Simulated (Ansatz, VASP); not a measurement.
**One calculation of ZnS (Wurtzite-2H), two programs**

```
Zn S
1.0
     3.68064    0.00000    0.00000
    -1.84032    3.18753    0.00000
     0.00000    0.00000    6.05688
Zn S
2 2
Direct
  0.33333 0.66667 0.00588
  0.66667 0.33333 0.50588
  0.33333 0.66667 0.37912
  0.66667 0.33333 0.87912
```

Alike in both runs: functional PBE; k mesh 9 × 9 × 6; occupations gaussian, width 0.02 eV; no spin polarisation.

Ansatz relaxed the structure, and its values are those at the end. VASP's run is a single point on that final structure, the one shown.

|  | VASP | Ansatz |
| --- | --- | --- |
| version | VASP 6.6.1 | Ansatz 0.2.0 |
| potentials or method | VASP PAW PBE potentials, release 64 (Zn, S) | scalar-relativistic, plane waves, PAW |
| plane-wave cutoff (eV) | 520 | 420 |
| valence electrons in the cell | 36 | 36 |

Ansatz gave:

* gap on the k mesh at the Fermi level (eV): 2.65
* least direct gap on the mesh (eV): 2.65
* pressure (GPa): 11.7
* rms of the force components (eV/Å): 0.005

Q: Estimate VASP's values.

A: gap on the k mesh at the Fermi level (eV): 2.66; least direct gap on the mesh (eV): 2.66; pressure (GPa): 11.9; rms of the force components (eV/Å): 0.005.

The functional is the same, so the differences come from potentials, cutoffs and numerics.

As with any semilocal functional, this PBE gap is likely too small.
